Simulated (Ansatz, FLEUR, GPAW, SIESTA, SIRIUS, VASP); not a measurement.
SiC: programs and potentials compared

```
CELL_PARAMETERS angstrom
0.00000 2.17900 2.17900
2.17900 0.00000 2.17900
2.17900 2.17900 0.00000
ATOMIC_POSITIONS crystal
Si 0.00000 0.00000 0.00000
C 0.75000 0.75000 0.75000
```

Alike in all runs: task equation of state; functional PBEsol; k mesh 10 × 10 × 10; occupations fermi-dirac, width 0.05 eV; no spin polarisation; no spin-orbit coupling.

```json
{"program and potentials": "Ansatz, Ansatz PAW", "plane-wave cutoff (eV)": "420", "notes": "potentials made for PBE, which Ansatz adapts in part", "equilibrium volume (Å³/atom)": "10.34", "bulk modulus (GPa)": "221.6"}
{"program and potentials": "GPAW, PAW data sets generated for this functional", "plane-wave cutoff (eV)": "800", "notes": "-", "equilibrium volume (Å³/atom)": "10.40", "bulk modulus (GPa)": "221.1"}
{"program and potentials": "SIRIUS, PseudoDojo 0.4.1 PBEsol standard (scalar relativistic)", "plane-wave cutoff (eV)": "1127", "notes": "-", "equilibrium volume (Å³/atom)": "10.34", "bulk modulus (GPa)": "220.6"}
{"program and potentials": "FLEUR, all-electron, FLAPW", "plane-wave cutoff (eV)": "-", "notes": "-", "equilibrium volume (Å³/atom)": "10.34", "bulk modulus (GPa)": "221.1"}
{"program and potentials": "Ansatz, all-electron LAPW, scalar-relativistic", "plane-wave cutoff (eV)": "-", "notes": "-", "equilibrium volume (Å³/atom)": "10.33", "bulk modulus (GPa)": "221.1"}
{"program and potentials": "VASP, PBE PAW files C, Si, 520 eV", "plane-wave cutoff (eV)": "520", "notes": "potentials made for PBE", "equilibrium volume (Å³/atom)": "10.36", "bulk modulus (GPa)": "220.9"}
{"program and potentials": "SIESTA, files PseudoDojo sr-pbesol-0.4.1-standard, DZP (energy shift 0.003 Ry)", "plane-wave cutoff (eV)": "-", "notes": "atomic basis", "equilibrium volume (Å³/atom)": "10.48", "bulk modulus (GPa)": "219.7"}
```

The equilibrium volume spans 10.33 (Ansatz, all-electron LAPW, scalar-relativistic) to 10.48 Å³/atom (SIESTA, files PseudoDojo sr-pbesol-0.4.1-standard, DZP (energy shift 0.003 Ry)), with all-electron results at 10.33 to 10.34. The bulk modulus spans 219.7 (SIESTA, files PseudoDojo sr-pbesol-0.4.1-standard, DZP (energy shift 0.003 Ry)) to 221.6 GPa (Ansatz, Ansatz PAW), with all-electron results at 221.1. Rows in atomic bases carry the error of their basis and grid, which can be large.

Differences between rows come from potentials, basis sets and numerical settings, since the functional is the same but for its coding. Runs on potential files found faulty are left out.

The two all-electron codes agree closely on both volume and stiffness, giving a firm reference for SiC. The high bulk modulus reflects short, directional sp³ bonds, strengthened by the compact carbon 2p shell, which has no p core beneath it, and by charge transfer towards carbon.

The largest volume, 10.48 Å³/atom from SIESTA, probably stems from the limited flexibility of its orbitals in the bonding region rather than from the pseudopotentials, since SIRIUS uses the same PseudoDojo set with plane waves and gives 10.34 Å³/atom. Generating potentials for the functional in use doesn't by itself ensure the closest volume: GPAW lies further from the all-electron values than VASP with its PBE files.

Nor does a larger volume always mean a softer crystal. GPAW matches the all-electron bulk modulus of 221.1 GPa despite its larger cell, so agreement in stiffness alone is a weak test of a potential. The close agreement among most rows speaks for numerical precision, not for the accuracy of PBEsol against experiment.
